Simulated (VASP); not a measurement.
# Al16N15 (a cell with a defect) in VASP: notebook, part 2 of 2

VASP 6.6.1. The steps go on from the part before.

### Step 4. Single point, PBEsol, collinear spin, ferromagnetic start

Input file INCAR:

```
ALGO = Normal
EDIFF = 1E-5
ENCUT = 450
GGA = PS
ISIF = 2
ISMEAR = 0
ISPIN = 2
KPAR = 4
LASPH = T
LCHARG = F
LORBIT = 11
LREAL = Auto
LWAVE = F
MAGMOM = 0.5 0 0 0 0 0 0 0 0.5 0 0.5 0 0.5 0 0 0 0 0 0 0 0 0 0 0 0 0 0 0 0 0 0
NELECT = 124.0
NELM = 120
NUPDOWN = 2
PREC = Accurate
SIGMA = 0.03
```

Input file KPOINTS:

```
k-points
0
Gamma
  3 3 2
```

Input file POSCAR:

```
Al16N15
1.0
    6.2200008610      0.0000000000      0.0000000000
   -3.1100004305      5.3866787572      0.0000000000
    0.0000000000      0.0000000000      9.9600000000
Al N
16 15
Direct
    0.3333333333      0.1666666667      0.0000000000
    0.3333333333      0.1666666667      0.5000000000
    0.3333333333      0.6666666667      0.0000000000
    0.3333333333      0.6666666667      0.5000000000
    0.8333333333      0.1666666667      0.0000000000
    0.8333333333      0.1666666667      0.5000000000
    0.8333333333      0.6666666667      0.0000000000
    0.8333333333      0.6666666667      0.5000000000
    0.1666666667      0.3333333333      0.2500000000
    0.1666666667      0.3333333333      0.7500000000
    0.1666666667      0.8333333333      0.2500000000
    0.1666666667      0.8333333333      0.7500000000
    0.6666666667      0.3333333333      0.2500000000
    0.6666666667      0.3333333333      0.7500000000
    0.6666666667      0.8333333333      0.2500000000
    0.6666666667      0.8333333333      0.7500000000
    0.3333333333      0.1666666667      0.6910000000
    0.3333333333      0.6666666667      0.1910000000
    0.3333333333      0.6666666667      0.6910000000
    0.8333333333      0.1666666667      0.1910000000
    0.8333333333      0.1666666667      0.6910000000
    0.8333333333      0.6666666667      0.1910000000
    0.8333333333      0.6666666667      0.6910000000
    0.1666666667      0.3333333333      0.4410000000
    0.1666666667      0.3333333333      0.9410000000
    0.1666666667      0.8333333333      0.4410000000
    0.1666666667      0.8333333333      0.9410000000
    0.6666666667      0.3333333333      0.4410000000
    0.6666666667      0.3333333333      0.9410000000
    0.6666666667      0.8333333333      0.4410000000
    0.6666666667      0.8333333333      0.9410000000
```

Potentials or basis: VASP PAW PBE potentials, release 64 (Al, N).

Started as:

```bash
$ cat potpaw_PBE.64/Al/POTCAR potpaw_PBE.64/N/POTCAR > POTCAR
$ mpirun -np 8 vasp_std > vasp.out
```

OUTCAR:

```text
EDIFF = 1E-5
   ENCUT = 450
   GGA = PS
   ISIF = 2
   ISMEAR = 0
   ISPIN = 2
   LASPH = T
   LORBIT = 11
   LREAL = Auto
   NELECT = 124.0
   NELM = 120
   NUPDOWN = 2
   PREC = Accurate

 ion  position               nearest neighbor table
   1  0.333  0.167  0.000-  25 1.89  29 1.89  27 1.89  10 3.07   9 3.07  14 3.07  13 3.07  12 3.07
                            11 3.07   5 3.11   5 3.11   3 3.11   3 3.11   7 3.11   7 3.11
   2  0.333  0.167  0.500-  24 1.89  28 1.89  26 1.89  17 1.90   9 3.07  10 3.07  13 3.07  14 3.07
                            11 3.07  12 3.07   6 3.11   6 3.11   8 3.11   4 3.11   4 3.11   8 3.11
   3  0.333  0.667  0.000-  27 1.89  31 1.89  25 1.89  18 1.90  11 3.07  12 3.07  15 3.07  16 3.07
                             9 3.07  10 3.07   7 3.11   7 3.11   1 3.11   1 3.11   5 3.11   5 3.11
   4  0.333  0.667  0.500-  26 1.89  30 1.89  24 1.89  19 1.90  11 3.07  12 3.07  15 3.07  16 3.07
                             9 3.07  10 3.07   8 3.11   8 3.11   2 3.11   2 3.11   6 3.11   6 3.11
   5  0.833  0.167  0.000-  29 1.89  25 1.89  31 1.89  20 1.90  13 3.07  14 3.07   9 3.07  10 3.07
                            15 3.07  16 3.07   1 3.11   1 3.11   7 3.11   7 3.11   3 3.11   3 3.11
   6  0.833  0.167  0.500-  28 1.89  24 1.89  30 1.89  21 1.90  13 3.07  14 3.07   9 3.07  10 3.07
                            15 3.07  16 3.07   2 3.11   2 3.11   8 3.11   8 3.11   4 3.11   4 3.11
   7  0.833  0.667  0.000-  31 1.89  27 1.89  29 1.89  22 1.90  15 3.07  16 3.07  11 3.07  12 3.07
                            13 3.07  14 3.07   3 3.11   3 3.11   5 3.11   5 3.11   1 3.11   1 3.11
   8  0.833  0.667  0.500-  30 1.89  26 1.89  28 1.89  23 1.90  15 3.07  16 3.07  11 3.07  12 3.07
                            13 3.07  14 3.07   4 3.11   4 3.11   6 3.11   6 3.11   2 3.11   2 3.11
   9  0.167  0.333  0.250-  20 1.89  18 1.89  24 1.90   2 3.07   1 3.07   6 3.07   5 3.07   4 3.07
[... 16 lines left out ...]
  18  0.333  0.667  0.191-  11 1.89  15 1.89   9 1.89   3 1.90
  19  0.333  0.667  0.691-  12 1.89  16 1.89  10 1.89   4 1.90
  20  0.833  0.167  0.191-  13 1.89   9 1.89  15 1.89   5 1.90
  21  0.833  0.167  0.691-  14 1.89  10 1.89  16 1.89   6 1.90
  22  0.833  0.667  0.191-  15 1.89  11 1.89  13 1.89   7 1.90
  23  0.833  0.667  0.691-  16 1.89  12 1.89  14 1.89   8 1.90
  24  0.167  0.333  0.441-   2 1.89   6 1.89   4 1.89   9 1.90
  25  0.167  0.333  0.941-   1 1.89   5 1.89   3 1.89  10 1.90
  26  0.167  0.833  0.441-   4 1.89   8 1.89   2 1.89  11 1.90
  27  0.167  0.833  0.941-   3 1.89   7 1.89   1 1.89  12 1.90
  28  0.667  0.333  0.441-   6 1.89   2 1.89   8 1.89  13 1.90
  29  0.667  0.333  0.941-   5 1.89   1 1.89   7 1.89  14 1.90
  30  0.667  0.833  0.441-   8 1.89   4 1.89   6 1.89  15 1.90
  31  0.667  0.833  0.941-   7 1.89   3 1.89   5 1.89  16 1.90

  LATTYP: Found a hexagonal cell.
 ALAT       =     6.2200008610
 C/A-ratio  =     1.6012859520

  Lattice vectors:

 A1 = (   6.2200008610,   0.0000000000,   0.0000000000)
 A2 = (  -3.1100004305,   5.3866787572,   0.0000000000)
 A3 = (   0.0000000000,   0.0000000000,   9.9600000000)

Analysis of symmetry for initial positions (statically):
=====================================================================
 Subroutine PRICEL returns:
 Original cell was already a primitive cell.

 Routine SETGRP: Setting up the symmetry group for a
 hexagonal supercell.

 Subroutine GETGRP returns: Found  6 space group operations
 (whereof  2 operations were pure point group operations)
 out of a pool of 24 trial point group operations.

The static configuration has the point symmetry C_1h.
 The point group associated with its full space group is C_3v.

Analysis of symmetry for dynamics (positions and initial velocities):
=====================================================================
 Subroutine PRICEL returns:
 Original cell was already a primitive cell.

 Routine SETGRP: Setting up the symmetry group for a
 hexagonal supercell.

 Subroutine GETGRP returns: Found  6 space group operations
 (whereof  2 operations were pure point group operations)
 out of a pool of 24 trial point group operations.

[... 181 lines left out ...]
   LHFCALC =     F    Hartree Fock is set to
   AEXX    =    0.0000 exact exchange contribution
   IVDW    =     0    specifies the selected vdW correction
   LEPSILON=     F    determine dielectric tensor
   LRPA    =     F    only Hartree local field effects (RPA)
 spin polarized calculation
 Gauss-broadening in eV      SIGMA  =   0.03
  energy-cutoff  :      450.00
  volume of cell :      333.71
 maximum number of plane-waves:      7283
 NGX is ok and might be reduce to    48
   NGX = 21   NGY = 21   NGZ = 35

 number of electron     123.9999983 magnetization       2.0000000

 Free energy of the ion-electron system (eV)
  ---------------------------------------------------
  ext. energy  EPLUGINS =         0.00000000
  ---------------------------------------------------
  free energy    TOTEN  =      -226.16384082 eV

  energy without entropy =     -226.16271059  energy(sigma->0) =     -226.16327571

 E-fermi :   7.5636     XC(G=0): -11.0608

 val. band max:       10.1692185778   @ k =   0.3333   0.3333   0.0000
 cond. band min:       9.9217889618   @ k =   0.0000   0.0000   0.5000
 fundamental gap:     -0.2474296160
 Fermi energy:        10.1868317099

 spin component 1

 k-point     1 :       0.0000    0.0000    0.0000
  band No.  band energies     occupation
      1      -9.3453      1.00000
      2      -8.4620      1.00000
      3      -8.3019      1.00000
      4      -7.4092      1.00000
      5      -7.3976      1.00000
      6      -7.3976      1.00000
[... 451 lines left out ...]
     73      12.8400      0.00000
     74      12.9902      0.00000
 Fermi energy:         7.5635504128

 spin component 2

 k-point     1 :       0.0000    0.0000    0.0000
  band No.  band energies     occupation
      1      -9.3086      1.00000
      2      -8.4183      1.00000
      3      -8.2541      1.00000
      4      -7.3950      1.00000
      5      -7.3649      1.00000
      6      -7.3649      1.00000
[... 451 lines left out ...]
     73      13.0137      0.00000
     74      13.1771      0.00000
 [bands above 74 left out]

------------------------ aborting loop because EDIFF is reached ----------------------------------------

  FORCE on cell =-STRESS in cart. coord.  units (eV):
  Direction    XX          YY          ZZ          XY          YZ          ZX
  --------------------------------------------------------------------------------------
  -------------------------------------------------------------------------------------
  Total       11.4066630     11.4066630     15.1221237      0.0000000     -0.0000000     -0.0000000
  in kB       54.7643998     54.7643998     72.6026563      0.0000000     -0.0000000     -0.0000000
  external PRESSURE =      60.7104853 kB  Pullay stress =       0.0000000 kB

 VOLUME and BASIS-vectors are now :
 -----------------------------------------------------------------------------
  energy-cutoff  :      450.00
  volume of cell :      333.71
      direct lattice vectors                 reciprocal lattice vectors
     6.220000861  0.000000000  0.000000000     0.160771682  0.092821574  0.000000000
    -3.110000430  5.386678757  0.000000000     0.000000000  0.185643148  0.000000000
     0.000000000  0.000000000  9.960000000     0.000000000  0.000000000  0.100401606

 POSITION                                       TOTAL-FORCE (eV/Angst)
 -----------------------------------------------------------------------------------
      1.55500      0.89778      0.00000        -0.000000      0.000000      1.577847
      1.55500      0.89778      4.98000         0.000000      0.000000     -1.085635
     -0.00000      3.59112      0.00000         0.008711      0.005030      0.420839
     -0.00000      3.59112      4.98000        -0.223974     -0.129311     -0.152142
      4.66500      0.89778      0.00000         0.000000     -0.010059      0.420839
      4.66500      0.89778      4.98000         0.000000      0.258623     -0.152142
[... 23 lines left out ...]
      1.55500      4.48890      4.39236        -0.000000      0.000000      0.221724
      1.55500      4.48890      9.37236        -0.000000      0.000000     -0.252533
 -----------------------------------------------------------------------------------
    total drift:                                0.000003     -0.000000      0.026266

  FREE ENERGIE OF THE ION-ELECTRON SYSTEM (eV)
  ---------------------------------------------------
  free  energy   TOTEN  =      -226.1638408226 eV

  energy  without entropy=     -226.1627105902  energy(sigma->0) =     -226.16327571

 total charge

# of ion       s       p       d       tot
------------------------------------------
    1        0.384   0.427   0.000   0.811
    2        0.369   0.445   0.000   0.815
    3        0.370   0.445   0.000   0.815
    4        0.372   0.450   0.000   0.822
    5        0.370   0.445   0.000   0.815
    6        0.372   0.450   0.000   0.822
[... 23 lines left out ...]
   30        1.225   2.621   0.000   3.846
   31        1.225   2.622   0.000   3.847
--------------------------------------------------
tot         24.455  46.226   0.000  70.681

 magnetization (x)

# of ion       s       p       d       tot
------------------------------------------
    1        0.031   0.044   0.000   0.075
    2        0.000   0.001   0.000   0.002
    3       -0.000   0.001   0.000   0.001
    4        0.002   0.005   0.000   0.007
    5       -0.000   0.001   0.000   0.001
    6        0.002   0.005   0.000   0.007
[... 23 lines left out ...]
   30        0.002   0.004   0.000   0.006
   31        0.002   0.005   0.000   0.007
--------------------------------------------------
tot          0.250   0.332   0.000   0.583
```

Wall time 56 s (8 MPI ranks of AMD EPYC 9R45 (Zen 5), shared host); peak memory 0.39 GiB.

Results:

| Quantity | Value |
| --- | --- |
| Free energy | -226.1638 eV |
| Largest force | 1.729 eV/Å |
| Net moment | 2.00 μB per cell |
| Site moments | Al +0.07, +0.00, +0.01; N +0.00, +0.02, +0.01, +0.03 μB |
| Valence electrons inside the program's atomic spheres | Al 0.81, 0.82, 0.80; N 3.85, 3.84 |

Forces in eV/Å, atoms in the order of the input:
```
Al   0.000  0.000  1.578
Al   0.000  0.000 -1.086
Al   0.009  0.005  0.421
Al  -0.224 -0.129 -0.152
Al   0.000 -0.010  0.421
Al   0.000  0.259 -0.152
Al  -0.009  0.005  0.421
Al   0.224 -0.129 -0.152
Al   1.464 -0.845 -0.365
Al  -0.181  0.104  0.148
Al   0.000  1.691 -0.365
Al   0.000 -0.209  0.148
Al  -1.464 -0.845 -0.365
Al   0.181  0.104  0.148
Al   0.000  0.000 -0.102
Al   0.000  0.000  0.101
N    0.000  0.000 -0.013
N   -0.048 -0.028 -0.110
N    0.211  0.122 -0.023
N    0.000  0.056 -0.110
N    0.000 -0.244 -0.023
N    0.048 -0.028 -0.110
N   -0.211  0.122 -0.023
N   -0.386  0.223  0.753
N   -0.347  0.200 -0.820
N    0.000 -0.446  0.753
N    0.000 -0.401 -0.820
N    0.386  0.223  0.753
N    0.347  0.200 -0.820
N    0.000  0.000  0.222
N    0.000  0.000 -0.253
```

Caveat: the k mesh is coarse (spacing up to 0.39 Å⁻¹), so the values aren't converged; the cell is charged against a uniform background, so pressure and absolute levels hang on convention; the cutoff is under 1.25 times the usual one of these potentials, so pressure, stress and relaxed cells hold a basis-set (Pulay) error; the PAW data sets were made with another functional, which shifts forces and pressure a little; the total moment is fixed, so each spin has its own Fermi level.

### Step 5. Summary

```tsv
spin	fixed moment (μB)	gap on the mesh (eV)	moment (μB)	largest force (eV/Å)
off	-	none	-	1.93
collinear, ferromagnetic start	-	none	1.80	1.70
collinear, ferromagnetic start	2	-	2.00	1.73
```

Alike in all rows: task single point; level PBEsol; potentials or basis VASP PAW PBE potentials, release 64 (Al, N); cell as given; k mesh 3 × 3 × 2; cutoff (eV) 450; smearing gaussian 0.03 eV; the mesh is coarse, so values aren't converged.

Caveats: all runs use coarse meshes; the cell is charged against a uniform background, so pressure and absolute levels hang on convention; the cutoff is under 1.25 times the usual one of these potentials, so pressure, stress and relaxed cells hold a basis-set (Pulay) error; the PAW data sets were made with another functional, which shifts forces and pressure a little; the total moment is fixed, so each spin has its own Fermi level (some runs).

Total energies depend on the potentials used, so only differences within one code and one set of settings carry meaning.
